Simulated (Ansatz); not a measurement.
## Carriers in MgSe (Fm-3m)

```
Mg Se
1.0
     0.00000    2.72550    2.72550
     2.72550    0.00000    2.72550
     2.72550    2.72550    0.00000
Mg Se
1 1
Direct
  0.00000 0.00000 0.00000
  0.50000 0.50000 0.50000
```

Computed, not measured; unless marked otherwise by PBEsol, all-electron LAPW in Ansatz 0.2.0, scalar-relativistic. k mesh 8×8×8, fixed occupations, basis error target 1 meV/atom. The cell was relaxed by PAW under this functional.

Extrema are searched on a 12×12×12 mesh and refined by Newton steps; masses come from band slopes 0.005 Å⁻¹ away, 1/m* = (1/ħ²) d²E/dk², negative for holes (the finite step makes the lightest masses up to about 3 % heavy). k is in units of the reciprocal vectors.

Q: Where are the band edges, and is the gap direct?

A: The valence maximum lies at Gamma (0.000, 0.000, 0.000) and the conduction minimum at X (0.000, -0.500, -0.500), so the Kohn-Sham gap of 1.774 eV is indirect; the least direct gap on the mesh is 2.500 eV. A further conduction extremum at Gamma (0.000, 0.000, 0.000) lies 0.726 eV from the edge (1 equivalent point).

Q: What are the electron masses at the edge?

A: The principal masses are 0.234, 0.234, 0.485 mₑ. One valley has a density-of-states mass (m₁m₂m₃)^(1/3) = 0.299; 3 valleys give N^(2/3) times that, 0.621; the direction-averaged conductivity mass 3/Σ(1/mᵢ) is 0.283 mₑ.

Q: Several bands lie at or near the hole edge, or its surface isn't an ellipsoid. What are the masses by direction?

A: 

| direction | branch from the edge | its level at the point (eV from the edge) | m*/mₑ |
| --- | --- | --- | --- |
| 100 | 1 | 0.000 | -0.776 |
| 100 | 2 | 0.000 | -0.776 |
| 100 | 3 | 0.000 | -0.159 |
| 110 | 1 | 0.000 | -16.3 |
| 110 | 2 | 0.000 | -0.776 |
| 110 | 3 | 0.000 | -0.133 |
| 111 | 1 | 0.000 | -2.13 |
| 111 | 2 | 0.000 | -2.13 |
| 111 | 3 | 0.000 | -0.126 |
| 11-2 | 1 | 0.000 | -2.36 |
| 11-2 | 2 | 0.000 | -1.14 |
| 11-2 | 3 | 0.000 | -0.132 |

Q: Along the Cartesian direction 011 the conduction slope is 0.1625 eV·Å one step out. What is it four steps out, and what does that say?

A: 0.6454 eV·Å, 3.971 times the first; a parabola would give 4, so the band is nearly parabolic here.

Q: What electronic dielectric constant and refractive index follow from the same bands (independent particles)?

A: ε∞ = (7.29, 7.29, 7.29), so n ≈ √ε∞ = 2.70 (mean over directions) well under the gap and the normal reflectivity is ((n − 1)/(n + 1))² = 0.211. With the conductivity mass, a hydrogenic donor screened by ε∞ alone would bind by 13.6 eV × m*/ε∞² = 73 meV; static screening by the ions makes it shallower. Local fields, left out here, lower ε∞ by several per cent.

Q: What gap does PAW give in the same cell?

A: 1.775 eV, 1 meV from the LAPW value.

Limits of these numbers: no spin-orbit coupling on heavy atoms; semilocal gaps are low, and what follows the gap (onsets, screening, light masses) shifts with it; without spin-orbit coupling, bands that meet at the valence top are not the light and heavy holes of experiment; the frozen-core PAW files of the compared runs were fitted under PBE, their cores solved anew for this functional.
